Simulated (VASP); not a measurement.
Crystal: Mg3Sb2.

```
Mg Sb
1.0
     4.55465    0.00000    0.00000
    -2.27732    3.94444    0.00000
     0.00000    0.00000    7.18601
Mg Sb
3 2
Cartesian
  0.0000 2.6296 4.5452
  2.2773 1.3148 2.6408
  4.5546 0.0000 0.0000
  0.0000 2.6296 1.6078
  2.2773 1.3148 5.5782
```

Base run:

```yaml
Program: VASP 6.6.1
Functional: r2SCAN
Potentials_or_basis: VASP PAW PBE potentials, release 64 (Mg, Sb)
Cutoff: 520 eV
k_mesh: 9 × 9 × 5
Occupations: gaussian, width 0.03 eV
Spin: no spin polarisation
```

Its results: band gap on the k mesh 0.52 eV, indirect (least direct gap 1.70 eV).

Task: The run is repeated on the same cell with these changes: functional from r2SCAN to TB-mBJ. What comes out?

Result: Band gap on the k mesh 0.65 eV, indirect (least direct gap 1.67 eV).

Caveats: spin-orbit coupling is left out, which moves the levels of the heavy elements.
